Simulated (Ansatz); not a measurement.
# TiAl: the cost of one run

Computed with Ansatz 0.2.0 (DFT PBE, scalar-relativistic, plane waves, PAW, unless a step's input says otherwise).

The COD cell was measured well above room temperature, so it is larger than a cold one.

5 further runs of the same task are left out: 5 set aside as unsound or not needed.

### 1 The structure to begin with

The structure is cubic, space group Pm-3m (No. 221). The conventional cell has a = 3.186 Å, b = 3.186 Å, c = 3.186 Å, α = 90.00°, β = 90.00°, γ = 90.00°. Ti (site symmetry m-3m) is surrounded by 8 Al at 2.76 Å. Al (site symmetry m-3m) has 8 Ti at 2.76 Å as nearest neighbours.

Coordinates:

```
CELL_PARAMETERS angstrom
3.18630 0.00000 0.00000
0.00000 3.18630 0.00000
0.00000 0.00000 3.18630
ATOMIC_POSITIONS crystal
Ti 0.50000 0.50000 0.50000
Al 0.00000 0.00000 0.00000
```

It is the result of an earlier relaxation at this level (volume 16.17 Å³/atom; gap on the mesh: none (metal)).

### 2 The (001) antiphase boundary, species swapped

The upper half of the cell takes the other sublattice, which makes two boundaries. Atoms and height relax; energies count from the bulk on a matched mesh, -1518.8491 eV an atom.

The cell holds 6 Ti, 6 Al: a = 3.186 Å, b = 3.186 Å, c = 19.118 Å, α = 90.00°, β = 90.00°, γ = 90.00°.

### 3 Relaxing it

Input file input.yaml:

```yaml
crystal:
  lattice:
    - [3.1863036826, 0.0, 0.0]
    - [0.0, 3.1863036826, 0.0]
    - [0.0, 0.0, 19.1178220955]
  atoms:
    - { symbol: Ti, position: [0.5, 0.5, 0.0833333333] }
    - { symbol: Al, position: [0.0, 0.0, 0.0] }
    - { symbol: Ti, position: [0.5, 0.5, 0.25] }
    - { symbol: Al, position: [0.0, 0.0, 0.1666666667] }
    - { symbol: Ti, position: [0.5, 0.5, 0.4166666667] }
    - { symbol: Al, position: [0.0, 0.0, 0.3333333333] }
    - { symbol: Al, position: [0.5, 0.5, 0.5833333333] }
    - { symbol: Ti, position: [0.0, 0.0, 0.5] }
    - { symbol: Al, position: [0.5, 0.5, 0.75] }
    - { symbol: Ti, position: [0.0, 0.0, 0.6666666667] }
    - { symbol: Al, position: [0.5, 0.5, 0.9166666667] }
    - { symbol: Ti, position: [0.0, 0.0, 0.8333333333] }
basis:
  ecutwfc: 420
kpoints:
  mp_grid: { grid: [10, 10, 2] }
hamiltonian:
  xc: pbe
scf:
  occupations: { method: gaussian, width: 0.1 }
output:
  forces: true
  stress: true
  eigenvalues: true
  populations: true
  write_density: true
  write_potential: true
  elf: true
  volumetric_format: npy
relax:
  adjacent_minimum: "off"
  f_tol: 0.02
  max_steps: 45
  cell: { fix: [a, b, alpha, beta, gamma], stress_tol: 0.1 }
```

Launch:

```console
$ ansatz run input.yaml --threads 2 --pin off --max-ram 5120MiB --backend cpu --events-out ev --progress --plain --runs-dir out
```

**Question.** How long does this run take on 2 threads of Arm Neoverse V1, shared host, and how much memory does it need?

About 78 s, with a peak of 0.71 GiB.
